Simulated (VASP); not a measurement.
**SiC (strained wurtzite): one PBE single-point calculation in two programs**

```
CELL_PARAMETERS angstrom
3.04460 0.00000 0.00000
-1.52230 2.63670 0.00000
0.00000 0.00000 5.05705
ATOMIC_POSITIONS crystal
Si 0.33333 0.66667 0.00021
Si 0.66667 0.33333 0.50021
C 0.33333 0.66667 0.37479
C 0.66667 0.33333 0.87479
```

The two codes use different PAW datasets and cutoffs. VASP's cell holds 16 valence electrons and Ansatz's 16. Ansatz's stress includes a Pulay correction; VASP's doesn't.

Cutoffs: 520 eV in VASP, 420 eV in Ansatz. k meshes: 12×12×6 and 12×12×6.

```csv
,VASP,Ansatz
gap between bands v and c,2.15 eV,2.15 eV
least direct gap,4.10 eV,4.11 eV
pressure,7.8 GPa,7.9 GPa
largest force,0.02 eV/Å,0.02 eV/Å
```

Band v is the last that the valence electrons fill when counted band by band, and c is the next. Levels in eV from the top of v, Ansatz:

```json
{"point": "Γ", "v−1": "0.00", "v": "0.00", "c": "5.12", "c+1": "6.14"}
{"point": "M", "v−1": "-3.32", "v": "-1.23", "c": "2.87", "c+1": "4.12"}
{"point": "K", "v−1": "-4.12", "v": "-3.98", "c": "2.15", "c+1": "8.23"}
{"point": "A", "v−1": "-0.68", "v": "-0.68", "c": "6.16", "c+1": "6.16"}
{"point": "L", "v−1": "-2.45", "v": "-2.45", "c": "3.25", "c+1": "3.25"}
{"point": "H", "v−1": "-1.85", "v": "-1.85", "c": "5.04", "c+1": "5.04"}
```

VASP:

| point | v−1 | v | c | c+1 |
| --- | --- | --- | --- | --- |
| Γ | 0.00 | 0.00 | 5.13 | 6.16 |
| M | -3.32 | -1.23 | 2.87 | 4.12 |
| K | -4.12 | -3.98 | 2.15 | 8.23 |
| A | -0.69 | -0.69 | 6.17 | 6.17 |
| L | -2.45 | -2.45 | 3.25 | 3.25 |
| H | -1.85 | -1.85 | 5.03 | 5.03 |

Forces (eV/Å), VASP:

| atom | Fx | Fy | Fz |
| --- | --- | --- | --- |
| Si | 0.000 | 0.000 | 0.017 |
| Si | 0.000 | 0.000 | 0.017 |
| C | 0.000 | 0.000 | -0.017 |
| C | 0.000 | 0.000 | -0.017 |

Ansatz:

```json
{"atom": "Si", "Fx": "0.000", "Fy": "0.000", "Fz": "0.017"}
{"atom": "Si", "Fx": "0.000", "Fy": "0.000", "Fz": "0.017"}
{"atom": "C", "Fx": "0.000", "Fy": "0.000", "Fz": "-0.017"}
{"atom": "C", "Fx": "0.000", "Fy": "0.000", "Fz": "-0.017"}
```
